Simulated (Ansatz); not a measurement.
# RbCl

```xyz
2
Lattice="0.0000 3.3087 3.3087 3.3087 0.0000 3.3087 3.3087 3.3087 0.0000" Properties=species:S:1:pos:R:3 pbc="T T T"
Rb    0.0000    0.0000    0.0000
Cl    3.3087    3.3087    3.3087
```

Atoms are numbered in the order listed.

Structure from Materials Project entry mp-23295 (possibly hypothetical), not relaxed further.

Levels of theory: DFT, PBEsol, all-electron LAPW, scalar-relativistic (Ansatz 0.2.0); DFT, PBEsol, PAW with Ansatz's default frozen-core files, scalar-relativistic (Ansatz 0.2.0).

For LAPW: a Γ-centred 8×8×8 k mesh, Fermi–Dirac smearing of 0.02 eV, basis error target 1 meV/atom, no spin polarisation. PAW takes a cutoff of 420 eV at this cell (files made with PBE, cores remade for this functional). The Ansatz runs share mesh, smearing and spin set-up. Values come from LAPW unless marked.

```yaml
Band_gap: 4.80 eV, direct at Γ
Volume_per_atom: 36.22 Å³
```

Predict this quantity. Löwdin charges (with 0.06 e of the cell spilling out of the atomic basis, so their sizes and signs hang on that basis).

Rb1 0.77, Cl2 -0.72 e.

Predict this quantity. Bader charges (from the PAW run).

Rb1 +0.84, Cl2 -0.84 e.

Predict this quantity. Pressure at this cell.

-0.51 GPa.
